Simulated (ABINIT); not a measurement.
# FeO (Wuestite) (Fm-3m) in ABINIT: equation of state

How stiff is FeO (Wuestite) in PBE, and what volume does it want? The cell is scaled to several volumes.

All numbers are computed with ABINIT 10.8.3 (patched build); they aren't measurements. Logs are shortened: lines on timing, memory, paths and dates and some standing lists are left out, and cuts for length are marked. The log counts tension as positive stress, the text compression.

## (1) The crystal as given

Symmetry: Fm-3m, No. 225, cubic system. The conventional cell has a = 4.311 Å, b = 4.311 Å, c = 4.311 Å, α = 90.00°, β = 90.00°, γ = 90.00°. Fe (site symmetry m-3m) is surrounded by 6 O at 2.16 Å. Around O (site symmetry m-3m) lie 6 Fe at 2.16 Å.

## (2) Equation of state, PBE, collinear spin, ferromagnetic start

File run.abi:

```
# Datasets: one volume each
ndtset 7
getwfk -1
scalecart1 3*0.9795861087
scalecart2 3*0.9864848297
scalecart3 3*0.9932883884
scalecart4 3*1.0000000000
scalecart5 3*1.0066227096
scalecart6 3*1.0131594038
scalecart7 3*1.0196128224

# Pseudopotentials
pp_dirpath "./"
pseudos "Fe.GGA_PBE-JTH.xml, O.GGA_PBE-JTH.xml"

# Structure
acell 3.0481959123 3.0481959123 3.0481959123 Angstrom
rprim
     0.0000000000     0.7071067812     0.7071067812
     0.7071067812     0.0000000000     0.7071067812
     0.7071067812     0.7071067812     0.0000000000
ntypat 2
znucl 26 8
natom 2
typat 1 2
xred
     0.0000000000     0.0000000000     0.0000000000
     0.5000000000     0.5000000000     0.5000000000

# Plane-wave basis
ecut 625.861884 eV
pawecutdg 45.0

# k points
kptopt 1
ngkpt 11 11 11
nshiftk 1
shiftk 0.0 0.0 0.0

# Exchange and correlation
ixc 11

# Bands and occupations
nband 16
occopt 3
tsmear 0.05 eV

# Spin
nsppol 2
spinat
     0.0000000000     0.0000000000     3.0000000000
     0.0000000000     0.0000000000     0.0000000000

# SCF cycle
nstep 100
tolvrs 1.0e-9

# Output
iomode 3
prtwf 1
prtden 0
prteig 0
prtebands 0
enunit 2
```

Potentials or basis: JTH PAW PBE v2.0.

Run with:

```bash
$ abinit run.abi > log 2>&1
```

run.abo:

```text
.Version 10.8.3 of ABINIT
 DATASET    1 : space group Fm -3 m (#225); Bravais cF (face-center cubic)
================================================================================
 Values of the parameters that define the memory need for DATASET  1.
     intxc =       0    ionmov =       0      iscf =      17    lmnmax =      18
     lnmax =       6     mgfft =      27  mpssoang =       3    mqgrid =    3001
     natom =       2  nloc_mem =       2    nspden =       2   nspinor =       1
    nsppol =       2      nsym =      48    n1xccc =       1    ntypat =       2
    occopt =       3   xclevel =       2
       mpw =         678          nfft =       19683          nkpt =          56
 PAW method is used; the additional fine FFT grid is defined by:
   mgfftf=        36    nfftf =     46656
================================================================================
================================================================================
[... 71 lines left out ...]
 DATASET    7 : space group Fm -3 m (#225); Bravais cF (face-center cubic)
================================================================================
 Values of the parameters that define the memory need for DATASET  7.
     intxc =       0    ionmov =       0      iscf =      17    lmnmax =      18
     lnmax =       6     mgfft =      27  mpssoang =       3    mqgrid =    3001
     natom =       2  nloc_mem =       2    nspden =       2   nspinor =       1
    nsppol =       2      nsym =      48    n1xccc =       1    ntypat =       2
    occopt =       3   xclevel =       2
       mpw =         766          nfft =       19683          nkpt =          56
 PAW method is used; the additional fine FFT grid is defined by:
   mgfftf=        36    nfftf =     46656
================================================================================
================================================================================

--------------------------------------------------------------------------------
------------- Echo of variables that govern the present computation ------------
--------------------------------------------------------------------------------
 -outvars: echo values of preprocessed input variables --------
            acell      5.7602554524E+00  5.7602554524E+00  5.7602554524E+00 Bohr
              amu      5.58470000E+01  1.59994000E+01
             ecut      2.30000000E+01 Hartree
           enunit           2
           getwfk          -1
                       outvar_i_n : Printing only first  50 k-points.
              ixc          11
           jdtset        1    2    3    4    5    6    7
                       outvar_i_n : Printing only first  50 k-points.
         kptrlatt       11    0    0      0   11    0      0    0   11
          kptrlen1     6.20693285E+01
          kptrlen2     6.25064508E+01
          kptrlen3     6.29375434E+01
          kptrlen4     6.33628100E+01
          kptrlen5     6.37824435E+01
          kptrlen6     6.41966268E+01
          kptrlen7     6.46055335E+01
            natom           2
            nband          16
           ndtset           7
            ngfft          27      27      27
          ngfftdg          36      36      36
             nkpt          56
           nspden           2
           nsppol           2
            nstep         100
             nsym          48
           ntypat           2
                       prtocc : prtvol=0, do not print more k-points.
                       1.000000  1.000000  1.000000  1.000000  1.000000  1.000000
                       1.000000  1.000000  1.000000  1.000000  1.000000  0.000000
                       0.000000  0.000000  0.000000  0.000000
                       1.000000  1.000000  1.000000  1.000000  1.000000  1.000000
                       1.000000  1.000000  1.000000  1.000000  1.000000  0.000000
                       0.000000  0.000000  0.000000  0.000000
                       1.000000  1.000000  1.000000  1.000000  1.000000  1.000000
                       1.000000  1.000000  1.000000  1.000000  1.000000  0.000000
                       0.000000  0.000000  0.000000  0.000000
                       1.000000  1.000000  1.000000  1.000000  1.000000  1.000000
                       1.000000  1.000000  1.000000  1.000000  1.000000  0.000000
                       0.000000  0.000000  0.000000  0.000000
                       1.000000  1.000000  1.000000  1.000000  1.000000  1.000000
                       1.000000  1.000000  1.000000  1.000000  1.000000  0.000000
                       0.000000  0.000000  0.000000  0.000000
                       1.000000  1.000000  1.000000  1.000000  1.000000  1.000000
                       1.000000  1.000000  1.000000  1.000000  1.000000  0.000000
[... 118 lines left out ...]
                       1.000000  1.000000  1.000000  1.000000  1.000000  1.000000
[... 45 lines left out ...]
           tolvrs      1.00000000E-09
           tsmear      1.83746611E-03 Hartree
            typat      1  2
           useylm           1
                       outvars : Printing only first  50 k-points.
           xangst1     0.0000000000E+00  0.0000000000E+00  0.0000000000E+00
                       2.1113998987E+00  2.1113998987E+00  2.1113998987E+00
           xangst2     0.0000000000E+00  0.0000000000E+00  0.0000000000E+00
                       2.1262694019E+00  2.1262694019E+00  2.1262694019E+00
           xangst3     0.0000000000E+00  0.0000000000E+00  0.0000000000E+00
                       2.1409337924E+00  2.1409337924E+00  2.1409337924E+00
           xangst4     0.0000000000E+00  0.0000000000E+00  0.0000000000E+00
                       2.1554000000E+00  2.1554000000E+00  2.1554000000E+00
           xangst5     0.0000000000E+00  0.0000000000E+00  0.0000000000E+00
                       2.1696745883E+00  2.1696745883E+00  2.1696745883E+00
           xangst6     0.0000000000E+00  0.0000000000E+00  0.0000000000E+00
                       2.1837637790E+00  2.1837637790E+00  2.1837637790E+00
           xangst7     0.0000000000E+00  0.0000000000E+00  0.0000000000E+00
                       2.1976734774E+00  2.1976734774E+00  2.1976734774E+00
            xcart1     0.0000000000E+00  0.0000000000E+00  0.0000000000E+00
                       3.9899675508E+00  3.9899675508E+00  3.9899675508E+00
            xcart2     0.0000000000E+00  0.0000000000E+00  0.0000000000E+00
                       4.0180668396E+00  4.0180668396E+00  4.0180668396E+00
            xcart3     0.0000000000E+00  0.0000000000E+00  0.0000000000E+00
                       4.0457785213E+00  4.0457785213E+00  4.0457785213E+00
            xcart4     0.0000000000E+00  0.0000000000E+00  0.0000000000E+00
                       4.0731156918E+00  4.0731156918E+00  4.0731156918E+00
            xcart5     0.0000000000E+00  0.0000000000E+00  0.0000000000E+00
                       4.1000907542E+00  4.1000907542E+00  4.1000907542E+00
            xcart6     0.0000000000E+00  0.0000000000E+00  0.0000000000E+00
                       4.1267154659E+00  4.1267154659E+00  4.1267154659E+00
            xcart7     0.0000000000E+00  0.0000000000E+00  0.0000000000E+00
                       4.1530009865E+00  4.1530009865E+00  4.1530009865E+00
             xred      0.0000000000E+00  0.0000000000E+00  0.0000000000E+00
                       5.0000000000E-01  5.0000000000E-01  5.0000000000E-01
            znucl       26.00000    8.00000

================================================================================

 chkinp: Checking input parameters for consistency, jdtset=   1.

 chkinp: Checking input parameters for consistency, jdtset=   2.
[... 40 lines left out ...]
 getcut: wavevector=  0.0000  0.0000  0.0000  ngfft=  36  36  36
         ecut(hartree)=     45.000   => boxcut(ratio)=   2.11274

--- Pseudopotential description ------------------------------------------------
- pspini: atom type   1  psp file is ./Fe.GGA_PBE-JTH.xml
 Pseudopotential format is: paw10
 basis_size (lnmax)=  6 (lmn_size= 18), orbitals=   0   0   1   1   2   2
 Spheres core radius: rc_sph= 2.11531574
 Shapefunction is SIN type: shapef(r)=[sin(pi*r/rshp)/(pi*r/rshp)]**2
 Radius for shape functions =  1.80687083
 Compensation charge density is not taken into account in XC energy/potential

- pspini: atom type   2  psp file is ./O.GGA_PBE-JTH.xml
 Pseudopotential format is: paw10
 basis_size (lnmax)=  4 (lmn_size=  8), orbitals=   0   0   1   1
 Spheres core radius: rc_sph= 1.41465230
 Shapefunction is SIN type: shapef(r)=[sin(pi*r/rshp)/(pi*r/rshp)]**2
 Radius for shape functions =  1.20231231
 Compensation charge density is not taken into account in XC energy/potential

   7.84782077E+02                                ecore*ucvol(ha*bohr**3)
--------------------------------------------------------------------------------

================================================================================

--- !BeginCycle
iteration_state: {dtset: 1, }
solver: {iscf: 17, nstep: 100, nline: 4, wfoptalg: 10, }
tolerances: {tolvrs: 1.00E-09, }
...
[... 1468 lines left out ...]
-Cartesian components of stress tensor (GPa)         [Pressure= -1.0296E+01 GPa]
- sigma(1 1)=  1.02964317E+01  sigma(3 2)=  0.00000000E+00
- sigma(2 2)=  1.02964317E+01  sigma(3 1)=  0.00000000E+00
- sigma(3 3)=  1.02964317E+01  sigma(2 1)=  0.00000000E+00

== END DATASET(S) ==============================================================
================================================================================

 -outvars: echo values of variables after computation  --------
            acell      5.7602554524E+00  5.7602554524E+00  5.7602554524E+00 Bohr
           etotal1    -1.4057340882E+02
           etotal2    -1.4057436119E+02
           etotal3    -1.4057488359E+02
           etotal4    -1.4057503247E+02
           etotal5    -1.4057484079E+02
           etotal6    -1.4057434675E+02
           etotal7    -1.4057358095E+02
            fcart1    -0.0000000000E+00 -0.0000000000E+00 -0.0000000000E+00
                      -0.0000000000E+00 -0.0000000000E+00 -0.0000000000E+00
            fcart2    -0.0000000000E+00 -0.0000000000E+00 -0.0000000000E+00
                      -0.0000000000E+00 -0.0000000000E+00 -0.0000000000E+00
            fcart3    -0.0000000000E+00 -0.0000000000E+00 -0.0000000000E+00
                      -0.0000000000E+00 -0.0000000000E+00 -0.0000000000E+00
            fcart4    -0.0000000000E+00 -0.0000000000E+00 -0.0000000000E+00
                      -0.0000000000E+00 -0.0000000000E+00 -0.0000000000E+00
            fcart5    -0.0000000000E+00 -0.0000000000E+00 -0.0000000000E+00
                      -0.0000000000E+00 -0.0000000000E+00 -0.0000000000E+00
[... 38 lines left out ...]
                       0.0000000000E+00  0.0000000000E+00  0.0000000000E+00
           xangst1     0.0000000000E+00  0.0000000000E+00  0.0000000000E+00
                       2.1113998987E+00  2.1113998987E+00  2.1113998987E+00
           xangst2     0.0000000000E+00  0.0000000000E+00  0.0000000000E+00
                       2.1262694019E+00  2.1262694019E+00  2.1262694019E+00
           xangst3     0.0000000000E+00  0.0000000000E+00  0.0000000000E+00
                       2.1409337924E+00  2.1409337924E+00  2.1409337924E+00
           xangst4     0.0000000000E+00  0.0000000000E+00  0.0000000000E+00
                       2.1554000000E+00  2.1554000000E+00  2.1554000000E+00
           xangst5     0.0000000000E+00  0.0000000000E+00  0.0000000000E+00
                       2.1696745883E+00  2.1696745883E+00  2.1696745883E+00
           xangst6     0.0000000000E+00  0.0000000000E+00  0.0000000000E+00
                       2.1837637790E+00  2.1837637790E+00  2.1837637790E+00
           xangst7     0.0000000000E+00  0.0000000000E+00  0.0000000000E+00
                       2.1976734774E+00  2.1976734774E+00  2.1976734774E+00
             xred      0.0000000000E+00  0.0000000000E+00  0.0000000000E+00
                       5.0000000000E-01  5.0000000000E-01  5.0000000000E-01
 Calculation completed.
```

Run time: 4.8 min. Hardware: 1 thread of Arm Neoverse V2, shared host; peak memory 0.18 GiB.

Results:

```yaml
Equilibrium_volume: 10.00 Å³/atom
Bulk_modulus: 186 GPa
Pressure_derivative_of_the_bulk_modulus: 4.6
```

Energy against volume, from the lowest point:
| volume (Å³/atom) | energy (meV/atom) |
| --- | --- |
| 9.413 | 22.09 |
| 9.613 | 9.13 |
| 9.813 | 2.03 |
| 10.013 | 0.00 |
| 10.214 | 2.61 |
| 10.414 | 9.33 |
| 10.614 | 19.75 |

Caveat: the cutoff is too short for stress, so the log's stress isn't used; pressures at fixed basis lie under the slope of the energies.
